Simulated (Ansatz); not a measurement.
## TiTe2 in Ansatz: the effect of strain

TiTe2:

```
Te Ti
1.0
     3.77700   -0.07554    0.00000
    -1.95392    3.30875    0.00000
     0.00000    0.00000    6.49800
Te Ti
2 1
Direct
  0.33333 0.66667 0.73720
  0.66667 0.33333 0.26280
  0.00000 0.00000 0.00000
```

Alike in all runs:

* Program: Ansatz 0.2.0
* Task: single point
* Functional: PBE
* Potentials or basis: Ansatz PAW
* Cutoff: 420 eV (not typed: the program's choice for these potentials)
* k mesh: 7 × 7 × 4
* Occupations: fermi-dirac, width 0.05 eV
* Spin: no spin polarisation
* Kind of strain: shear

```tsv
strain	largest force (eV/Å)
-0.04	0.09
-0.02	0.05
-0.01	0.02
0	?
0.01	0.02
0.02	0.05
0.04	0.09
```

Question: What does the run with strain 0 give?

Answer: Largest force 0.01 eV/Å.

Worked out: A parabola through the other rows of the largest force, of slope -1.07e-16 eV/Å per unit of strain there, gives 0.02 eV/Å, against the run's 0.01.
